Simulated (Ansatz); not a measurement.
**Tl in Ansatz: convergence with ecutrho ratio**

Input of the first run (ecutrho ratio 4); the others differ in this setting and in those tied to it:

Contents of input.yaml:

```yaml
crystal:
  lattice:
    - [-1.9559951735, 1.9559951735, 1.9559951735]
    - [1.9559951735, -1.9559951735, 1.9559951735]
    - [1.9559951735, 1.9559951735, -1.9559951735]
  atoms:
    - { symbol: Tl, position: [0.0, 0.0, 0.0] }
hamiltonian:
  xc: pbe
  pseudopotentials: { kind: nc, accuracy: stringent }
kpoints:
  mp_grid: { grid: [8, 8, 8] }
scf:
  occupations: { method: fermi_dirac, width: 0.05 }
output:
  forces: true
  stress: true
  eigenvalues: true
basis:
  ecutrho_ratio: 4
```

Potentials or basis: PseudoDojo stringent (PBE files).

Run with:

```bash
$ ansatz run input.yaml --threads 2 --pin off --max-ram 5632MiB --backend cpu --events-out ev --progress --plain --runs-dir out
```

This isn't the form of Tl at room conditions, which is hcp.

Hardware: 2 threads of Intel(R) Xeon(R) Processor @ 2.50GHz (Skylake/Cascade Lake), with other jobs on the host.

| ecutrho ratio | energy less the tightest run, at zero smearing (meV/atom) | SCF cycles | CPU time (s) | peak memory (GiB) |
| --- | --- | --- | --- | --- |
| 4 | 0.00 | 6 | 4.6 | 0.34 |
| 5 | 0.00 | 6 | 4.3 | 0.37 |
| 6 | 0.00 | 6 | 4.5 | 0.38 |
| 8 | 0.00 | 6 | 5.3 | 0.47 |
| 10 | 0.00 | 6 | 5.5 | 0.5 |
| 12 | 0.00 | 6 | 5.9 | 0.58 |

Against the tightest run, the energy stays within 1 meV/atom from 4 on. The tightest run that finished is the yardstick and may itself not be fully converged.

Spin-orbit coupling is left out, which matters for the levels of Tl.
